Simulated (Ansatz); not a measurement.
Input of an Ansatz 0.2.0 run:

File input.yaml:

```yaml
crystal:
  lattice:
    - [2.7608, 0.0, 0.0]
    - [-1.3804, 2.3909229348, 0.0]
    - [0.0, 0.0, 4.4582]
  atoms:
    - { symbol: Re, position: [0.6666666667, 0.3333333333, 0.75] }
    - { symbol: Re, position: [0.3333333333, 0.6666666667, 0.25] }
kpoints:
  mp_grid: { grid: [8, 8, 4] }
scf:
  occupations: { method: fermi_dirac, width: 0.02 }
hamiltonian:
  xc: pbe
  pseudopotentials: { kind: all_electron, lapw: { basis_error: 0.002 } }
output:
  forces: true
  stress: true
  eigenvalues: true
```

Potentials or basis: all-electron LAPW, scalar-relativistic.

Command:

```console
$ ansatz run input.yaml --threads 1 --pin off --max-ram 3072MiB --backend cpu --events-out ev --progress --plain --runs-dir out
```

(1) Estimate the band gap on the k mesh.

(2) What does it give for the pressure?

Answers

(1) none (metal or under the smearing width).

(2) 6.8 GPa.
